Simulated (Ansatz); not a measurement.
# GaN (F-43m) in Ansatz: equation of state

How stiff is GaN in PBE, and what volume does it want? The cell is scaled to several volumes.

Program: Ansatz 0.2.0. These are calculated values, not measurements. Logs are shortened: lines on timing, memory, paths and dates and some standing lists are left out, and cuts for length are marked.

## Step 1: Starting point

It takes space group F-43m (No. 216, cubic). Conventional cell: a = 4.507 Å, b = 4.507 Å, c = 4.507 Å, α = 90.00°, β = 90.00°, γ = 90.00°. Ga (site symmetry -43m) is surrounded by 4 N at 1.95 Å. N (site symmetry -43m) has 4 Ga at 1.95 Å as nearest neighbours.

The cell is a database's computed one.

## Step 2: Single point, PBE, 10.76 Å³/atom (volume scaled by 0.94)

File input.yaml:

```yaml
crystal:
  lattice:
    - [0.0, 2.2074978911, 2.2074978911]
    - [2.2074978911, 0.0, 2.2074978911]
    - [2.2074978911, 2.2074978911, 0.0]
  atoms:
    - { symbol: Ga, position: [0.0, 0.0, 0.0] }
    - { symbol: "N", position: [0.25, 0.25, 0.25] }
hamiltonian:
  xc: pbe
  pseudopotentials: { kind: paw }
kpoints:
  mp_grid: { grid: [10, 10, 10] }
scf:
  occupations: { method: fermi_dirac, width: 0.05 }
output:
  forces: true
  stress: true
  eigenvalues: true
  write_density: true
  write_potential: true
  elf: true
  volumetric_format: npy
```

Potentials or basis: Ansatz PAW.

On the command line:

```sh
$ ansatz run input.yaml --threads 2 --pin off --max-ram 5120MiB --backend cpu --events-out ev --progress --plain --runs-dir out
```

Output:

```text
Warning: RAYON_NUM_THREADS=2 ignored (pool sized by the plan → 2); use --threads N
Engine: ansatz 0.2.0, x86_64-unknown-linux-gnu
Pseudopotentials: kind: paw
Pseudopotential: Ga, paw, valence charge 13, recommended cutoff 420 eV (normal), Ga.paw.azcp
Pseudopotential: N, paw, valence charge 5, recommended cutoff 420 eV (normal), N.paw.azcp
Functional definition: PBE
  parameter kappa = 0.804
  parameter beta = 0.06672455060314922
  exchange = pbe_x(kappa = kappa, mu = beta*pi^2/3)
  correlation = pbe_c(beta = beta)
Crystal: 2 atoms, lattice volume = 21.514 Å³
Basis set: ecut = 420 eV, 411 PW (Γ), exchange–correlation on 48×48×48 points (8 copies of the dense FFT grid, shifted against one another)
Bands: 13, of which v1, the nominal top of the filled ones, is band 9 counted from 1 (8 counted from 0)
Symmetry: 24 space group operations
Space group: F-43m (ITA 216), of the structure as read, at distance tolerance 2.8e-5 Å
k-points: 47 of 1000 (time reversal used)
Non-local potential: Ga, projectors of the file, l = 0: 2, l = 1: 2, l = 2: 3, l = 3: 1
Non-local potential: N, projectors of the file, l = 0: 2, l = 1: 2, l = 2: 1
PAW form: soft (Blöchl's): semilocal exchange-correlation on the pseudo side does not see the compensation charge
PAW one-centre angular grid: Ga, 590 points (default); XC on 64 Gauss nodes
PAW one-centre angular grid: N, 110 points (default); XC on 64 Gauss nodes
Initial density: superposition of atomic densities (neutral atoms: chi_scale 0, normalization atom), corrected by the library's trained network
Initial wavefunctions: pseudopotential atomic-orbital guess
Functional: x = pbe(κ = 0.804, μ = 0.2195149727645171), c = pbe(β = 0.06672455060314922)
SCF iter   1: F=—  HF=-4167.799021 eV  |F-HF|=—  |Δ(HF+E_count)|=         —  Δρ=7.87e-4  dr2=5.34e-5  ethr=1.77e-3  ⟨swp⟩=5.1  Hψ=3231  notcnv=0
preconditioner: auto → none  [insulator: Δε(μ)=2.112 eV  Ē_g=19.244 eV  σ=0.050 eV  W_gap=1.00  n_scr=8 (ndim 8)  ℏωp=34.0 eV  f_vac=0.000  D(μ)=0.00/eV (n_scr^D=0)  ε∞_Penn≈4.1]
SCF iter   2: F=—  HF=-4167.799317 eV  |F-HF|=—  |Δ(HF+E_count)|=   2.96e-4  Δρ=3.71e-4  dr2=1.07e-5  ethr=2.97e-7  ⟨swp⟩=2.3  Hψ=1445  notcnv=0
SCF iter   3: F=—  HF=-4167.799362 eV  |F-HF|=—  |Δ(HF+E_count)|=   4.47e-5  Δρ=1.53e-4  dr2=2.10e-6  ethr=5.96e-8  ⟨swp⟩=2.0  Hψ=1001  notcnv=0
SCF iter   4: F=—  HF=-4167.799372 eV  |F-HF|=—  |Δ(HF+E_count)|=   1.02e-5  Δρ=2.23e-5  dr2=7.27e-8  ethr=1.16e-8  ⟨swp⟩=2.0  Hψ=1034  notcnv=0
iter 5 did not close the SCF: its close was put off for the readings that it lacked (scf_convergence_deferred on its scf_iter line)
SCF iter   5: F=-4167.799372 eV  HF=-4167.799372 eV  |F-HF|=1.65e-9  |Δ(HF+E_count)|=   3.41e-8  Δρ=9.52e-6  dr2=6.78e-9  ethr=4.04e-10  ⟨swp⟩=2.0  Hψ=1031  notcnv=0
SCF iter   6: F=-4167.799372 eV  HF=-4167.799372 eV  |F-HF|=1.55e-11  |Δ(HF+E_count)|=   2.16e-9  Δρ=4.26e-7  dr2=1.63e-11  ethr=3.77e-11  ⟨swp⟩=4.7  Hψ=2857  notcnv=0
SCF 1 converged in 6 iterations: F = -4167.799372 eV  dr2 = 1.63e-11
SCF converged after 6 iterations
Free energy (F): -4167.799372 eV
Harris-Foulkes:  -4167.799372 eV  (|F-HF|=1.55e-11)
Internal energy: -4167.799372 eV  (E = F + TS)
E sigma→0 (E₀):  -4167.799372 eV
Fermi energy:    11.722327 eV
--- Per-component energies (eV) ---
  E_band       = 9.763219
  E_kinetic    = 249.810572
  E_local      = -1901.016173  (includes V_loc(G=0)·N_el)
  E_nonlocal   = 474.496705
  E_hartree    = 879.258007
  E_xc         = -129.801066
  E_vxc        = -135.465094  (∫ρ·V_xc dr)
  E_paw        = -2120.031445  (= ΣΔE_a)
  E_vpaw       = -436.578648  (= ΣTr[D̂ρ^β])
  E_aug_tail   = 0.000019  (compensation charges beyond the density's cutoff)
  E_ewald      = -1620.515991
  E_smearing   = -0.000000  (= −TS)
  E_closure    = 0.000000  (closes the sum)
  Σ components = -4167.799372   (vs F -4167.799372, Δ=0.00e0)
--- Forces (eV/Å), atoms counted from 1 ---
  atom   1  Ga     0.00000000     0.00000000     0.00000000
  atom   2  N     -0.00000000     0.00000000     0.00000000
  max |Σ_I F_I| component: 1.85e-17 eV/Å
--- Stress (GPa, compression-positive) ---
       18.724154      -0.000000      -0.000000
       -0.000000      18.724154       0.000000
       -0.000000       0.000000      18.724154
  P = ⅓ Tr σ = 18.7242 GPa (187.242 kbar)
--- Band table (eV; the first three rows and the last of 47) ---
  k-point 0: bands = ["-5.8555", "-2.9390", "-2.9390", "-2.9390", "-2.5549", "-2.5549", "10.6243", "10.6243", "10.6243", "12.7360", "21.3268", "21.3268", "21.3268"]
  k-point 1: bands = ["-5.7325", "-2.9229", "-2.9229", "-2.9036", "-2.5566", "-2.5566", "9.5429", "10.5089", "10.5089", "13.5515", "20.8263", "21.5021", "21.5021"]
  k-point 2: bands = ["-5.4160", "-2.8854", "-2.8854", "-2.7491", "-2.5554", "-2.5554", "7.6544", "10.2253", "10.2253", "14.6465", "20.0296", "21.7723", "21.7723"]
  k-point 46: bands = ["-4.5501", "-2.7811", "-2.7154", "-2.5603", "-2.5248", "-0.5526", "4.6285", "6.7557", "6.7638", "16.5660", "19.4075", "21.8421", "22.1102"]
```

rho_z.tsv:

```text
# z_ang	rho[e/angstrom^3]
# format = ansatz-planar-average/11
# lattice	0.000000000	2.207497891	2.207497891
# lattice	2.207497891	0.000000000	2.207497891
# lattice	2.207497891	2.207497891	0.000000000
# sites	2
# site	31	0.000000000	0.000000000	0.000000000
# site	7	1.103748946	1.103748946	1.103748946
0.000000	2.279517e0
0.130078	2.150860e0
0.260156	1.756723e0
0.390234	1.350324e0
0.520312	1.074444e0
0.650390	9.207407e-1
[... 16 lines left out ...]
2.861717	1.473504e0
2.991795	2.008476e0
```

v_z.tsv:

```text
# z_ang	v_es[eV]	v_tot[eV]
# format = ansatz-planar-average/11
# xc	pbe
# density_cutoff_ev	1680
# datasets	Ga=:simpson_from_first_knot:soft	N=:simpson_from_first_knot:soft
# lattice	0.000000000	2.207497891	2.207497891
# lattice	2.207497891	0.000000000	2.207497891
# lattice	2.207497891	2.207497891	0.000000000
# sites	2
# site	31	0.000000000	0.000000000	0.000000000
# site	7	1.103748946	1.103748946	1.103748946
0.000000	3.070127e0	-1.011057e1
0.130078	2.001725e0	-1.160771e1
0.260156	8.139816e-1	-1.305816e1
0.390234	-2.348591e-1	-1.418577e1
0.520312	-8.719647e-1	-1.471491e1
0.650390	-8.584438e-1	-1.441569e1
[... 16 lines left out ...]
2.861717	4.384215e0	-7.628949e0
2.991795	3.842952e0	-8.796709e0
```

Run time: 1.5 s. Hardware: 2 threads of Intel Xeon at 2.70GHz, shared host; peak memory 0.33 GiB.

What came out:

```
Free energy            : -4167.7994 eV
Pressure               : 18.7 GPa
Band gap on the k mesh : 2.11 eV, direct
```

Caveat: the pressure holds a Pulay correction of +0.6 GPa for the finite cutoff.

## Step 3: Single point, PBE, 10.99 Å³/atom (volume scaled by 0.96)

Edit input.yaml of step 2 so:

```diff
@@ -2,5 +2,5 @@
   lattice:
-    - [0.0, 2.2074978911, 2.2074978911]
-    - [2.2074978911, 0.0, 2.2074978911]
-    - [2.2074978911, 2.2074978911, 0.0]
+    - [0.0, 2.2230441631, 2.2230441631]
+    - [2.2230441631, 0.0, 2.2230441631]
+    - [2.2230441631, 2.2230441631, 0.0]
   atoms:
```

Potentials or basis: Ansatz PAW.

On the command line:

```sh
$ ansatz run input.yaml --threads 2 --pin off --max-ram 5120MiB --backend cpu --events-out ev --progress --plain --runs-dir out
```

Run time: 1.7 s. Hardware: 2 threads of Intel Xeon at 2.70GHz, shared host; peak memory 0.32 GiB.

The run converged. Its results:

```yaml
Free_energy: -4167.8456 eV
Pressure: 13.7 GPa
Band_gap_on_the_k_mesh: 1.98 eV, direct
```

Caveat: the pressure holds a Pulay correction of +0.5 GPa for the finite cutoff.

## Step 4: Single point, PBE, 11.21 Å³/atom (volume scaled by 0.98)

File input.yaml:

```yaml
crystal:
  lattice:
    - [0.0, 2.2383759866, 2.2383759866]
    - [2.2383759866, 0.0, 2.2383759866]
    - [2.2383759866, 2.2383759866, 0.0]
  atoms:
    - { symbol: Ga, position: [0.0, 0.0, 0.0] }
    - { symbol: "N", position: [0.25, 0.25, 0.25] }
hamiltonian:
  xc: pbe
  pseudopotentials: { kind: paw }
kpoints:
  mp_grid: { grid: [10, 10, 10] }
scf:
  occupations: { method: fermi_dirac, width: 0.05 }
output:
  forces: true
  stress: true
  eigenvalues: true
```

On the command line:

```sh
$ ansatz run input.yaml --threads 2 --pin off --max-ram 5120MiB --backend cpu --events-out ev --progress --plain --runs-dir out
```

It took 1.4 s on 2 threads of Intel Xeon at 2.70GHz, shared host; peak memory 0.32 GiB.

Results (log left out):

```
Free energy            : -4167.8781 eV
Pressure               : 9.1 GPa
Band gap on the k mesh : 1.84 eV, direct
```

Caveat: the pressure holds a Pulay correction of +0.5 GPa for the finite cutoff.

## Step 5: Single point, PBE, 11.44 Å³/atom

Edit input.yaml of step 4 so:

```diff
@@ -2,5 +2,5 @@
   lattice:
-    - [0.0, 2.2383759866, 2.2383759866]
-    - [2.2383759866, 0.0, 2.2383759866]
-    - [2.2383759866, 2.2383759866, 0.0]
+    - [0.0, 2.2535006075, 2.2535006075]
+    - [2.2535006075, 0.0, 2.2535006075]
+    - [2.2535006075, 2.2535006075, 0.0]
   atoms:
```

On the command line:

```sh
$ ansatz run input.yaml --threads 2 --pin off --max-ram 5120MiB --backend cpu --events-out ev --progress --plain --runs-dir out
```

Wall time 1.4 s (2 threads of Intel Xeon at 2.70GHz, shared host); peak memory 0.32 GiB.

It converged, with:

| Quantity | Value |
| --- | --- |
| Free energy | -4167.8981 eV |
| Pressure | 5.0 GPa |
| Band gap on the k mesh | 1.72 eV, direct |

Caveat: the pressure holds a Pulay correction of +0.5 GPa for the finite cutoff.

## Step 6: Single point, PBE, 11.67 Å³/atom (volume scaled by 1.02)

Edit input.yaml of step 5 so:

```diff
@@ -2,5 +2,5 @@
   lattice:
-    - [0.0, 2.2535006075, 2.2535006075]
-    - [2.2535006075, 0.0, 2.2535006075]
-    - [2.2535006075, 2.2535006075, 0.0]
+    - [0.0, 2.2684248875, 2.2684248875]
+    - [2.2684248875, 0.0, 2.2684248875]
+    - [2.2684248875, 2.2684248875, 0.0]
   atoms:
```

Potentials or basis: Ansatz PAW.

On the command line:

```sh
$ ansatz run input.yaml --threads 2 --pin off --max-ram 5120MiB --backend cpu --events-out ev --progress --plain --runs-dir out
```

Run time: 0.91 s. Hardware: 2 threads of Intel Xeon at 2.70GHz, shared host; peak memory 0.32 GiB.

The run converged. Its results:

* Free energy: -4167.9072 eV
* Pressure: 1.3 GPa
* Band gap on the k mesh: 1.59 eV, direct

Caveat: the pressure holds a Pulay correction of +0.5 GPa for the finite cutoff.

## Step 7: Single point, PBE, 11.90 Å³/atom (volume scaled by 1.04)

Edit input.yaml of step 6 so:

```diff
@@ -2,5 +2,5 @@
   lattice:
-    - [0.0, 2.2684248875, 2.2684248875]
-    - [2.2684248875, 0.0, 2.2684248875]
-    - [2.2684248875, 2.2684248875, 0.0]
+    - [0.0, 2.283155332, 2.283155332]
+    - [2.283155332, 0.0, 2.283155332]
+    - [2.283155332, 2.283155332, 0.0]
   atoms:
```

Potentials or basis: Ansatz PAW.

On the command line:

```sh
$ ansatz run input.yaml --threads 2 --pin off --max-ram 5120MiB --backend cpu --events-out ev --progress --plain --runs-dir out
```

Output:

```text
Warning: RAYON_NUM_THREADS=2 ignored (pool sized by the plan → 2); use --threads N
Engine: ansatz 0.2.0, x86_64-unknown-linux-gnu
Pseudopotentials: kind: paw
Pseudopotential: Ga, paw, valence charge 13, recommended cutoff 420 eV (normal), Ga.paw.azcp
Pseudopotential: N, paw, valence charge 5, recommended cutoff 420 eV (normal), N.paw.azcp
Functional definition: PBE
  parameter kappa = 0.804
  parameter beta = 0.06672455060314922
  exchange = pbe_x(kappa = kappa, mu = beta*pi^2/3)
  correlation = pbe_c(beta = beta)
Crystal: 2 atoms, lattice volume = 23.803 Å³
Basis set: ecut = 420 eV, 459 PW (Γ), exchange–correlation on 48×48×48 points (8 copies of the dense FFT grid, shifted against one another)
Bands: 13, of which v1, the nominal top of the filled ones, is band 9 counted from 1 (8 counted from 0)
Symmetry: 24 space group operations
Space group: F-43m (ITA 216), of the structure as read, at distance tolerance 2.9e-5 Å
k-points: 47 of 1000 (time reversal used)
Non-local potential: Ga, projectors of the file, l = 0: 2, l = 1: 2, l = 2: 3, l = 3: 1
Non-local potential: N, projectors of the file, l = 0: 2, l = 1: 2, l = 2: 1
PAW form: soft (Blöchl's): semilocal exchange-correlation on the pseudo side does not see the compensation charge
PAW one-centre angular grid: Ga, 590 points (default); XC on 64 Gauss nodes
PAW one-centre angular grid: N, 110 points (default); XC on 64 Gauss nodes
Initial density: superposition of atomic densities (neutral atoms: chi_scale 0, normalization atom), corrected by the library's trained network
Initial wavefunctions: pseudopotential atomic-orbital guess
Functional: x = pbe(κ = 0.804, μ = 0.2195149727645171), c = pbe(β = 0.06672455060314922)
SCF iter   1: F=—  HF=-4167.905941 eV  |F-HF|=—  |Δ(HF+E_count)|=         —  Δρ=6.93e-4  dr2=6.27e-5  ethr=1.77e-3  ⟨swp⟩=5.0  Hψ=3184  notcnv=0
preconditioner: auto → none  [insulator: Δε(μ)=1.461 eV  Ē_g=18.455 eV  σ=0.050 eV  W_gap=1.00  n_scr=8 (ndim 8)  ℏωp=32.3 eV  f_vac=0.002  D(μ)=0.00/eV (n_scr^D=0)  ε∞_Penn≈4.1]
SCF iter   2: F=—  HF=-4167.906218 eV  |F-HF|=—  |Δ(HF+E_count)|=   2.77e-4  Δρ=3.75e-4  dr2=1.60e-5  ethr=3.48e-7  ⟨swp⟩=2.4  Hψ=1445  notcnv=0
SCF iter   3: F=—  HF=-4167.906262 eV  |F-HF|=—  |Δ(HF+E_count)|=   4.35e-5  Δρ=1.11e-4  dr2=1.12e-6  ethr=8.89e-8  ⟨swp⟩=2.0  Hψ=1034  notcnv=0
SCF iter   4: F=—  HF=-4167.906264 eV  |F-HF|=—  |Δ(HF+E_count)|=   2.36e-6  Δρ=3.01e-5  dr2=1.13e-7  ethr=6.22e-9  ⟨swp⟩=2.0  Hψ=1034  notcnv=0
iter 5 did not close the SCF: its close was put off for the readings that it lacked (scf_convergence_deferred on its scf_iter line)
SCF iter   5: F=-4167.906264 eV  HF=-4167.906264 eV  |F-HF|=3.60e-8  |Δ(HF+E_count)|=   1.36e-7  Δρ=1.17e-5  dr2=1.26e-8  ethr=6.27e-10  ⟨swp⟩=2.0  Hψ=1034  notcnv=0
SCF iter   6: F=-4167.906264 eV  HF=-4167.906264 eV  |F-HF|=4.02e-10  |Δ(HF+E_count)|=   3.92e-8  Δρ=2.99e-6  dr2=8.95e-10  ethr=6.97e-11  ⟨swp⟩=1.6  Hψ=1886  notcnv=0
SCF 1 converged in 6 iterations: F = -4167.906264 eV  dr2 = 8.95e-10
SCF converged after 6 iterations
Free energy (F): -4167.906264 eV
Harris-Foulkes:  -4167.906264 eV  (|F-HF|=4.02e-10)
Internal energy: -4167.906264 eV  (E = F + TS)
E sigma→0 (E₀):  -4167.906264 eV
Fermi energy:    9.844771 eV
--- Per-component energies (eV) ---
  E_band       = -15.048157
  E_kinetic    = 245.528600
  E_local      = -1980.591285  (includes V_loc(G=0)·N_el)
  E_nonlocal   = 474.202515
  E_hartree    = 908.348893
  E_xc         = -128.233285
  E_vxc        = -133.380889  (∫ρ·V_xc dr)
  E_paw        = -2120.345193  (= ΣΔE_a)
  E_vpaw       = -437.504047  (= ΣTr[D̂ρ^β])
  E_aug_tail   = 0.000073  (compensation charges beyond the density's cutoff)
  E_ewald      = -1566.816582
  E_smearing   = -0.000000  (= −TS)
  E_closure    = 0.000000  (closes the sum)
  Σ components = -4167.906264   (vs F -4167.906264, Δ=0.00e0)
--- Forces (eV/Å), atoms counted from 1 ---
  atom   1  Ga     0.00000000    -0.00000000     0.00000000
  atom   2  N     -0.00000000     0.00000000     0.00000000
  max |Σ_I F_I| component: 5.55e-17 eV/Å
--- Stress (GPa, compression-positive) ---
       -1.962862      -0.000000      -0.000000
        0.000000      -1.962862       0.000000
       -0.000000       0.000000      -1.962862
  P = ⅓ Tr σ = -1.9629 GPa (-19.629 kbar)
--- Band table (eV; the first three rows and the last of 47) ---
  k-point 0: bands = ["-6.5398", "-4.3921", "-4.3921", "-4.3921", "-4.1123", "-4.1123", "9.0662", "9.0662", "9.0662", "10.5319", "19.1312", "19.1312", "19.1312"]
  k-point 1: bands = ["-6.4403", "-4.3801", "-4.3801", "-4.3491", "-4.1134", "-4.1134", "7.9479", "8.9643", "8.9643", "11.4230", "18.6346", "19.2862", "19.2862"]
  k-point 2: bands = ["-6.1967", "-4.3522", "-4.3522", "-4.1738", "-4.1122", "-4.1122", "6.1896", "8.7145", "8.7145", "12.4918", "17.8644", "19.5405", "19.5405"]
  k-point 46: bands = ["-5.6464", "-4.2633", "-4.2299", "-4.1136", "-4.0876", "-2.1871", "3.4623", "5.6422", "5.6903", "14.8191", "16.8941", "19.4704", "20.0726"]
```

It took 1.4 s on 2 threads of Intel Xeon at 2.70GHz, shared host; peak memory 0.32 GiB.

What came out:

| Quantity | Value |
| --- | --- |
| Free energy | -4167.9063 eV |
| Pressure | -2.0 GPa |
| Band gap on the k mesh | 1.47 eV, direct |

Caveat: the pressure holds a Pulay correction of +0.5 GPa for the finite cutoff.

## Step 8: Single point, PBE, 12.13 Å³/atom (volume scaled by 1.06)

Edit input.yaml of step 7 so:

```diff
@@ -2,5 +2,5 @@
   lattice:
-    - [0.0, 2.283155332, 2.283155332]
-    - [2.283155332, 0.0, 2.283155332]
-    - [2.283155332, 2.283155332, 0.0]
+    - [0.0, 2.2976981147, 2.2976981147]
+    - [2.2976981147, 0.0, 2.2976981147]
+    - [2.2976981147, 2.2976981147, 0.0]
   atoms:
@@ -19 +19,5 @@
   eigenvalues: true
+  write_density: true
+  write_potential: true
+  elf: true
+  volumetric_format: npy
```

On the command line:

```sh
$ ansatz run input.yaml --threads 2 --pin off --max-ram 5120MiB --backend cpu --events-out ev --progress --plain --runs-dir out
```

Run time: 1.3 s. Hardware: 2 threads of Intel Xeon at 2.70GHz, shared host; peak memory 0.33 GiB.

Results (log left out):

| Quantity | Value |
| --- | --- |
| Free energy | -4167.8963 eV |
| Pressure | -4.9 GPa |
| Band gap on the k mesh | 1.34 eV, direct |

Caveat: the pressure holds a Pulay correction of +0.5 GPa for the finite cutoff.

## Step 9: Equation of state, PBE

Potentials or basis: Ansatz PAW.

This step only gathers the single runs of the series.

Results:

```
Equilibrium volume                      : 11.76 Å³/atom
Bulk modulus                            : 172 GPa
Pressure derivative of the bulk modulus : 4.4
```

Energy against volume, from the lowest point:
```
volume (Å³/atom)  energy (meV/atom)
          10.757              53.93
          10.986              30.81
          11.215              14.58
          11.444               4.55
          11.673               0.00
          11.902               0.49
          12.131               5.47
```
